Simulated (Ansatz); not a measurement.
# ZnS (h-MgO (five-fold) type): Wannier functions and tight-binding models

Aim: build maximally localised Wannier functions for ZnS (h-MgO (five-fold) type) from several sets of trial orbitals, and check spreads and centres, and how well the models interpolate the bands. Plan: PBE, anion s p, 6×6×4; PBE, anion s p, 6×6×2; PBE, anion p, 6×6×4; PBE, metal d and anion p, 6×6×4; PBE, metal d, 6×6×4; r2SCAN, anion s p, 6×6×4 (level, trial orbitals, Wannier mesh).

Computed with Ansatz 0.2.0 (plane waves, PAW, unless a step's input says otherwise).

4 further runs of the same task are left out: 4 that didn't finish.

### 1 The structure to begin with

The structure is hexagonal, space group P6_3/mmc (No. 194). Conventional cell: a = 3.946 Å, b = 3.946 Å, c = 5.880 Å, α = 90.00°, β = 90.00°, γ = 120.00°. Zn (site symmetry -6m2) has 3 S at 2.28 Å as nearest neighbours. Around S (site symmetry -6m2) lie 3 Zn at 2.28 Å.

As a file:

```cif
data_structure
_symmetry_space_group_name_H-M 'P 1'
_symmetry_Int_Tables_number 1
_cell_length_a 3.9464
_cell_length_b 3.9464
_cell_length_c 5.8801
_cell_angle_alpha 90.000
_cell_angle_beta 90.000
_cell_angle_gamma 120.000
_cell_volume 79.31
loop_
_atom_site_label
_atom_site_type_symbol
_atom_site_fract_x
_atom_site_fract_y
_atom_site_fract_z
_atom_site_occupancy
Zn1 Zn 0.33333 0.66667 0.25000 1
Zn2 Zn 0.66667 0.33333 0.75000 1
S1 S 0.66667 0.33333 0.25000 1
S2 S 0.33333 0.66667 0.75000 1
```

Cell and atoms come from an earlier r2SCAN relaxation.

### 2 PBE, anion s p, 6×6×4

Contents of input.yaml:

```yaml
crystal:
  lattice:
    - [3.946372722, 0.0, 0.0]
    - [-1.973186361, 3.41765903, 0.0]
    - [0.0, 0.0, 5.8800538635]
  atoms:
    - { symbol: Zn, position: [0.3333333333, 0.6666666667, 0.25] }
    - { symbol: Zn, position: [0.6666666667, 0.3333333333, 0.75] }
    - { symbol: S, position: [0.6666666667, 0.3333333333, 0.25] }
    - { symbol: S, position: [0.3333333333, 0.6666666667, 0.75] }
kpoints:
  mp_grid: { grid: [6, 6, 4] }
  band_path:
    path:
      - [[0.0, 0.0, 0.0], [0.5, 2.572674873458e-17, -3.147622694732e-34], [0.3333333333333, 0.3333333333333, 3.228029273025e-34], [0.0, 0.0, 0.0], [-1.502016329878e-50, 1.854633201302e-50, 0.5], [0.5, 2.572674873458e-17, 0.5], [0.3333333333333, 0.3333333333333, 0.5], [-1.502016329878e-50, 1.854633201302e-50, 0.5]]
      - [[0.5, 2.572674873458e-17, 0.5], [0.5, 2.572674873458e-17, -3.147622694732e-34]]
      - [[0.3333333333333, 0.3333333333333, 0.5], [0.3333333333333, 0.3333333333333, 3.228029273025e-34]]
    npoints: 10
hamiltonian:
  xc: pbe
scf:
  occupations: { method: fixed }
  n_extra_bands: 6
output:
  forces: false
  stress: false
  eigenvalues: true
  wannier:
    kmesh: [6, 6, 4]
    projections: [{ species: S, l: s, shell: 3 }, { species: S, l: p, shell: 3 }]
    minimise: true
    write_hr: true
    conv_tol: 1.0e-08
    max_iter: 3000
  write_density: true
  write_potential: true
  elf: true
  volumetric_format: npy
```

Launch:

```
ansatz run input.yaml --threads 4 --pin off --max-ram 3686MiB --backend cpu --events-out ev --progress --plain --runs-dir out
```

Further steps of the session: PBE, anion s p, 6×6×2; PBE, anion p, 6×6×4; PBE, metal d and anion p, 6×6×4; PBE, metal d, 6×6×4; r2SCAN, anion s p, 6×6×4.

Q: Predict the results of all the runs planned. Wanted: total spread, PBE, anion s p, 6×6×4; total spread, PBE, anion s p, 6×6×2; total spread, PBE, anion p, 6×6×4; total spread, PBE, metal d and anion p, 6×6×4; total spread, PBE, metal d, 6×6×4; total spread, r2SCAN, anion s p, 6×6×4; centres of the first set.

**Answer**, as computed:

| quantity | value |
| --- | --- |
| total spread, PBE, anion s p, 6×6×4 | 18.45 Å² over 8 functions |
| total spread, PBE, anion s p, 6×6×2 | 17.65 Å² over 8 functions |
| total spread, PBE, anion p, 6×6×4 | 18.11 Å² over 6 functions |
| total spread, PBE, metal d and anion p, 6×6×4 | 16.27 Å² over 16 functions |
| total spread, PBE, metal d, 6×6×4 | 10.08 Å² over 10 functions |
| total spread, r2SCAN, anion s p, 6×6×4 | 17.90 Å² over 8 functions |
| centres of the first set | 0.42 to 0.60 Å from the nearest atom |

With PBE, anion s p, 6×6×4 the 8 functions move off the atoms, with a mean spread of 2.31 Å²; 93 % of the total is gauge invariant. On one set and mesh the functional gives 18.45 (PBE), 17.90 (r2SCAN) Å².
